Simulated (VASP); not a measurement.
# CaSe (P1) in VASP: convergence with PREC

Aim: find how far PREC must go before the results for CaSe settle, at PBE. This setting moves, with any that are tied to it; all else stays.

All numbers are computed with VASP 6.6.1; they aren't measurements. Logs are shortened: lines on timing, memory, paths and dates and some standing lists are left out, and cuts for length are marked.

## (1) The cell of the first run

The typed cell holds 2 atoms: a = 4.180 Å, b = 4.180 Å, c = 4.180 Å, α = 60.00°, β = 60.00°, γ = 60.00°.

The cell isn't the ideal one: atoms moved at random, drawn with an rms of 0.02 Å.

## (2) With PREC Low

INCAR reads:

```
SYSTEM = CaSe
PREC     = Low            ! precision mode
ENCUT    = 520            ! plane-wave cutoff, eV
EDIFF    = 1E-6           ! SCF threshold, eV
ISMEAR   = 0              ! smearing method
SIGMA    = 0.02           ! smearing width, eV
LREAL    = .False.        ! projectors in reciprocal space
LASPH    = .True.         ! aspherical terms in the spheres
NELM     = 100            ! most SCF steps
ALGO     = Fast           ! electronic algorithm
ISIF     = 2              ! what is computed and relaxed
LWAVE    = .False.        ! write WAVECAR
LCHARG   = .False.        ! write CHGCAR
GGA      = PE             ! functional
NBANDS   = 15             ! bands
```

KPOINTS reads:

```
Automatic mesh
0
Gamma
  6 6 6
  0 0 0
```

POSCAR reads:

```
CaSe
1.0
    0.0000000000      2.9560000000      2.9560000000
    2.9560000000      0.0000000000      2.9560000000
    2.9560000000      2.9560000000      0.0000000000
Se Ca
1 1
Direct
    0.5033880000      0.4986790000      0.4995650000
    0.0023940000      0.0069460000     -0.0027450000
```

Potentials or basis: VASP PAW PBE potentials, release 64 (Se, Ca_sv).

Command:

```bash
cat potpaw_PBE.64/Se/POTCAR potpaw_PBE.64/Ca_sv/POTCAR > POTCAR
mpirun -np 1 vasp_std > vasp.out
```

OUTCAR:

```text
SYSTEM = CaSe
   PREC = Low
   ENCUT = 520
   EDIFF = 1E-6
   ISMEAR = 0
   LREAL = .False.
   LASPH = .True.
   NELM = 100
   ISIF = 2
   GGA = PE

 Found    112 irreducible k-points:

 Following reciprocal coordinates:
            Coordinates               Weight
  0.000000  0.000000  0.000000      1.000000
  0.166667  0.000000  0.000000      2.000000
  0.000000  0.166667  0.000000      2.000000
  0.000000  0.000000  0.166667      2.000000
  0.166667  0.166667  0.166667      2.000000
  0.333333  0.000000  0.000000      2.000000
   k-points           NKPTS =    112   k-points in BZ     NKDIM =    112   number of bands    NBANDS=     15
   number of dos      NEDOS =    301   number of ions     NIONS =      2
   total plane-waves  NPLWV =  13824
   dimension x,y,z NGX =    24 NGY =   24 NGZ =   24
   dimension x,y,z NGXF=    24 NGYF=   24 NGZF=   24
   ions per type =               1   1
   NGX,Y,Z   is equivalent  to a cutoff of   9.54,  9.54,  9.54 a.u.
   NGXF,Y,Z  is equivalent  to a cutoff of   9.54,  9.54,  9.54 a.u.
 SYSTEM =  CaSe
   PREC   = low       normal or accurate (medium, high low for compatibility)
   ISTART =      0    job   : 0-new  1-cont  2-samecut
   ICHARG =      2    charge: 1-file 2-atom 10-const
   ISPIN  =      1    spin polarized calculation?
   LNONCOLLINEAR =      F non collinear calculations
   LSORBIT =      F    spin-orbit coupling
   LASPH  =      T    aspherical Exc in radial PAW
   ENCUT  =  520.0 eV  38.22 Ry    6.18 a.u.   7.77  7.77  7.77*2*pi/ulx,y,z
   NELM   =    100;   NELMIN=  2; NELMDL= -5     # of ELM steps
   EDIFF  = 0.1E-05   stopping-criterion for ELM
   LREAL  =      F    real-space projection
   EDIFFG = 0.1E-04   stopping-criterion for IOM
   NSW    =      0    number of steps for IOM
   IBRION =     -1    ionic relax: 0-MD 1-quasi-New 2-CG
   NFREE  =      0    steps in history (QN), initial steepest desc. (CG)
   ISIF   =      2    stress and relaxation
   ISYM   =      2    0-nonsym 1-usesym 2-fastsym
   POTIM  = 0.5000    time-step for ionic-motion
   TEBEG  =    0.0;   TEEND  =   0.0 temperature during run
   PSTRESS=    0.0 pullay stress
   NELECT =      16.0000    total number of electrons
   NUPDOWN=      -1.0000    fix difference up-down
   EMIN   =  10.00;   EMAX   =-10.00  energy-range for DOS
   EFERMI =   0.00;   METHOD = LEGACY
   ISMEAR =     0;   SIGMA  =   0.02  broadening in eV -4-tet -1-fermi 0-gaus
   EFERMI_NEDOS =   21; number of points for ismear=-14 and -15
   IALGO  =     68    algorithm
   IMIX   =      4    mixing-type and parameters
     AMIX     =   0.40;   BMIX     =  1.00
     AMIX_MAG =   1.60;   BMIX_MAG =  1.00
  volume/ion in A,a.u.               =      25.83       174.30
  Fermi-wavevector in a.u.,A,eV,Ry     =   1.107645  2.093145 16.692666  1.226876
  Thomas-Fermi vector in A             =   2.244161
   LORBIT       =      0    0 simple, 1 ext, 2 COOP (PROOUT), +10 PAW based schemes
   GGA     = PE    functional components
   LHFCALC =     F    Hartree Fock is set to
   AEXX    =    0.0000 exact exchange contribution
   IVDW    =     0    specifies the selected vdW correction
   LEPSILON=     F    determine dielectric tensor
   LRPA    =     F    only Hartree local field effects (RPA)
 non-spin polarized calculation
 RMM-DIIS sequential band-by-band and
 Gauss-broadening in eV      SIGMA  =   0.02
  energy-cutoff  :      520.00
  volume of cell :       51.66
 maximum number of plane-waves:      1411
   NGX = 15   NGY = 15   NGZ = 15

 number of electron      15.9999947 magnetization

 Free energy of the ion-electron system (eV)
  ---------------------------------------------------
  ext. energy  EPLUGINS =         0.00000000
  ---------------------------------------------------
  free energy    TOTEN  =        -9.47790000 eV

  energy without entropy =       -9.47790000  energy(sigma->0) =       -9.47790000

 E-fermi :   2.6006     XC(G=0):  -9.1615

 val. band max:        2.4579684260   @ k =   0.0000   0.0000   0.0000
 cond. band min:       4.4796584814   @ k =   0.5000   0.5000   0.0000
 fundamental gap:      2.0216900555
 Fermi energy:         2.6006096677

 k-point     1 :       0.0000    0.0000    0.0000
  band No.  band energies     occupation
      1     -37.2865      2.00000
      2     -18.2810      2.00000
      3     -18.2808      2.00000
      4     -18.2808      2.00000
      5      -9.3450      2.00000
      6       2.4575      2.00000
      7       2.4577      2.00000
      8       2.4580      2.00000
      9       5.8093      0.00000
     10       6.1640      0.00000
     11       6.1653      0.00000
     12       6.1675      0.00000
     13       6.7358      0.00000
     14       6.7372      0.00000
     15      12.1721      0.00000

 k-point     2 :       0.1667    0.0000    0.0000
  band No.  band energies     occupation
      1     -37.2848      2.00000
      2     -18.3103      2.00000
      3     -18.2830      2.00000
      4     -18.2828      2.00000
      5      -9.1842      2.00000
      6       1.2717      2.00000
      7       2.0679      2.00000
      8       2.0693      2.00000
      9       6.0895      0.00000
     10       6.5202      0.00000
     11       6.5211      0.00000
     12       7.2679      0.00000
     13       7.4346      0.00000
     14       7.4469      0.00000
     15      12.2738      0.00000

 k-point     3 :       0.0000    0.1667    0.0000
  band No.  band energies     occupation
      1     -37.2848      2.00000
      2     -18.3104      2.00000
      3     -18.2829      2.00000
      4     -18.2827      2.00000
      5      -9.1842      2.00000
      6       1.2724      2.00000
      7       2.0674      2.00000
      8       2.0677      2.00000
      9       6.0912      0.00000
     10       6.5211      0.00000
     11       6.5216      0.00000
     12       7.2791      0.00000
     13       7.4340      0.00000
     14       7.4349      0.00000
     15      12.2713      0.00000

 k-point     4 :       0.0000    0.0000    0.1667
  band No.  band energies     occupation
      1     -37.2848      2.00000
      2     -18.3103      2.00000
      3     -18.2830      2.00000
      4     -18.2828      2.00000
      5      -9.1842      2.00000
      6       1.2717      2.00000
      7       2.0679      2.00000
      8       2.0692      2.00000
      9       6.0896      0.00000
     10       6.5202      0.00000
     11       6.5212      0.00000
     12       7.2685      0.00000
     13       7.4347      0.00000
     14       7.4461      0.00000
     15      12.2736      0.00000

 k-point     5 :       0.1667    0.1667    0.1667
  band No.  band energies     occupation
      1     -37.2848      2.00000
      2     -18.3105      2.00000
      3     -18.2828      2.00000
      4     -18.2827      2.00000
      5      -9.1842      2.00000
      6       1.2718      2.00000
      7       2.0676      2.00000
      8       2.0689      2.00000
      9       6.0903      0.00000
     10       6.5203      0.00000
     11       6.5216      0.00000
     12       7.2714      0.00000
     13       7.4349      0.00000
     14       7.4424      0.00000
     15      12.2729      0.00000

 k-point     6 :       0.3333    0.0000    0.0000
  band No.  band energies     occupation
      1     -37.2814      2.00000
      2     -18.3680      2.00000
      3     -18.2869      2.00000
      4     -18.2867      2.00000
      5      -8.8358      2.00000
      6      -0.2271      2.00000
      7       1.4902      2.00000
      8       1.4913      2.00000
      9       6.4017      0.00000
     10       7.3436      0.00000
     11       7.3442      0.00000
     12       8.5614      0.00000
     13       8.8903      0.00000
     14       8.8923      0.00000
     15      11.9421      0.00000

 [... further k-points ...]
[... 5 lines left out ...]
  --------------------------------------------------------------------------------------
  -------------------------------------------------------------------------------------
  Total        0.4325052      0.4271717      0.4379962      0.0006511      0.0009669     -0.0015370
  in kB       13.4140100     13.2485941     13.5843112      0.0201930      0.0299886     -0.0476701
  external PRESSURE =      13.4156384 kB  Pullay stress =       0.0000000 kB

 VOLUME and BASIS-vectors are now :
 -----------------------------------------------------------------------------
  energy-cutoff  :      520.00
  volume of cell :       51.66
      direct lattice vectors                 reciprocal lattice vectors
     0.000000000  2.956000000  2.956000000    -0.169147497  0.169147497  0.169147497
     2.956000000  0.000000000  2.956000000     0.169147497 -0.169147497  0.169147497
     2.956000000  2.956000000  0.000000000     0.169147497  0.169147497 -0.169147497

 POSITION                                       TOTAL-FORCE (eV/Angst)
 -----------------------------------------------------------------------------------
      2.95081      2.96473      2.96211         0.054201     -0.030969      0.063733
      2.96842      2.95496      0.02761        -0.054201      0.030969     -0.063733
 -----------------------------------------------------------------------------------
    total drift:                                0.003204     -0.000951      0.006625

  FREE ENERGIE OF THE ION-ELECTRON SYSTEM (eV)
  ---------------------------------------------------
  free  energy   TOTEN  =        -9.4778999989 eV

  energy  without entropy=       -9.4778999989  energy(sigma->0) =       -9.47790000
```

It took 39 s on 1 thread of Intel Xeon Platinum 8259CL at 2.50GHz (Skylake/Cascade Lake), shared host; peak memory 0.18 GiB.

What came out:

| Quantity | Value |
| --- | --- |
| Free energy | -9.4779 eV |
| Pressure | 1.3 GPa |
| Largest force | 0.089 eV/Å |
| Band gap on the k mesh | 2.02 eV, indirect (least direct gap 2.96 eV) |

## (3) With PREC Medium

INCAR, as its differences from that of step 2:

```diff
@@ -1,3 +1,3 @@
 SYSTEM = CaSe
-PREC     = Low            ! precision mode
+PREC     = Medium         ! precision mode
 ENCUT    = 520            ! plane-wave cutoff, eV
```

KPOINTS is that of step 2.

POSCAR is that of step 2.

Potentials or basis: VASP PAW PBE potentials, release 64 (Se, Ca_sv).

Command:

```bash
cat potpaw_PBE.64/Se/POTCAR potpaw_PBE.64/Ca_sv/POTCAR > POTCAR
mpirun -np 1 vasp_std > vasp.out
```

Wall time 43 s (1 thread of Intel Xeon Platinum 8259CL at 2.50GHz (Skylake/Cascade Lake), shared host); peak memory 0.18 GiB.

Results:

| Item | Value |
| --- | --- |
| Free energy | -9.4780 eV |
| Pressure | 1.4 GPa |
| Largest force | 0.093 eV/Å |
| Band gap on the k mesh | 2.02 eV, indirect (least direct gap 2.96 eV) |

## (4) With PREC Single

INCAR, as its differences from that of step 3:

```diff
@@ -1,3 +1,3 @@
 SYSTEM = CaSe
-PREC     = Medium         ! precision mode
+PREC     = Single         ! precision mode
 ENCUT    = 520            ! plane-wave cutoff, eV
```

KPOINTS is that of step 3.

POSCAR is that of step 3.

Command:

```bash
cat potpaw_PBE.64/Se/POTCAR potpaw_PBE.64/Ca_sv/POTCAR > POTCAR
mpirun -np 1 vasp_std > vasp.out
```

Run time: 86 s. Hardware: 1 thread of Intel Xeon Platinum 8259CL at 2.50GHz (Skylake/Cascade Lake), shared host; peak memory 0.19 GiB.

Results:

```
Free energy            : -9.4778 eV
Pressure               : 1.4 GPa
Largest force          : 0.093 eV/Å
Band gap on the k mesh : 2.02 eV, indirect (least direct gap 2.96 eV)
```

## (5) With PREC Normal

INCAR, as its differences from that of step 4:

```diff
@@ -1,3 +1,3 @@
 SYSTEM = CaSe
-PREC     = Single         ! precision mode
+PREC     = Normal         ! precision mode
 ENCUT    = 520            ! plane-wave cutoff, eV
```

KPOINTS is that of step 4.

POSCAR is that of step 4.

Command:

```bash
cat potpaw_PBE.64/Se/POTCAR potpaw_PBE.64/Ca_sv/POTCAR > POTCAR
mpirun -np 1 vasp_std > vasp.out
```

Run time: 41 s. Hardware: 1 thread of Intel Xeon Platinum 8259CL at 2.50GHz (Skylake/Cascade Lake), shared host; peak memory 0.2 GiB.

What came out:

```
Free energy            : -9.4778 eV
Pressure               : 1.4 GPa
Largest force          : 0.092 eV/Å
Band gap on the k mesh : 2.02 eV, indirect (least direct gap 2.96 eV)
```

## (6) With PREC High

INCAR, as its differences from that of step 5:

```diff
@@ -1,3 +1,3 @@
 SYSTEM = CaSe
-PREC     = Normal         ! precision mode
+PREC     = High           ! precision mode
 ENCUT    = 520            ! plane-wave cutoff, eV
```

KPOINTS is that of step 5.

POSCAR is that of step 5.

Potentials or basis: VASP PAW PBE potentials, release 64 (Se, Ca_sv).

Command:

```bash
cat potpaw_PBE.64/Se/POTCAR potpaw_PBE.64/Ca_sv/POTCAR > POTCAR
mpirun -np 1 vasp_std > vasp.out
```

Wall time 84 s (1 thread of Intel Xeon Platinum 8259CL at 2.50GHz (Skylake/Cascade Lake), shared host); peak memory 0.2 GiB.

Results:

| Quantity | Value |
| --- | --- |
| Free energy | -9.4778 eV |
| Pressure | 1.4 GPa |
| Largest force | 0.093 eV/Å |
| Band gap on the k mesh | 2.02 eV, indirect (least direct gap 2.96 eV) |

## (7) With PREC Accurate

INCAR, as its differences from that of step 6:

```diff
@@ -1,3 +1,3 @@
 SYSTEM = CaSe
-PREC     = High           ! precision mode
+PREC     = Accurate       ! precision mode
 ENCUT    = 520            ! plane-wave cutoff, eV
```

KPOINTS is that of step 6.

POSCAR is that of step 6.

Command:

```bash
cat potpaw_PBE.64/Se/POTCAR potpaw_PBE.64/Ca_sv/POTCAR > POTCAR
mpirun -np 1 vasp_std > vasp.out
```

Wall time 87 s (1 thread of Intel Xeon Platinum 8259CL at 2.50GHz (Skylake/Cascade Lake), shared host); peak memory 0.24 GiB.

The run converged. Its results:

```yaml
Free_energy: -9.4778 eV
Pressure: 1.4 GPa
Largest_force: 0.092 eV/Å
Band_gap_on_the_k_mesh: 2.02 eV, indirect (least direct gap 2.96 eV)
```

## (8) The series at a glance

| PREC | energy less the tightest run, at zero smearing (meV/atom) | largest force (eV/Å) | SCF cycles | CPU time (s) | peak memory (GiB) |
| --- | --- | --- | --- | --- | --- |
| Low | -0.07 | 0.089 | 15 | 39 | 0.18 |
| Medium | -0.11 | 0.093 | 15 | 43 | 0.18 |
| Single | -0.04 | 0.093 | 15 | 86 | 0.19 |
| Normal | 0.00 | 0.092 | 15 | 41 | 0.2 |
| High | -0.01 | 0.093 | 15 | 84 | 0.2 |
| Accurate | 0.00 | 0.092 | 15 | 87 | 0.24 |

Against the tightest run, the energy stays within 1 meV/atom from Low on; the largest force stays within 0.005 eV/Å from Low on. The tightest run that finished is the yardstick and may itself not be fully converged.
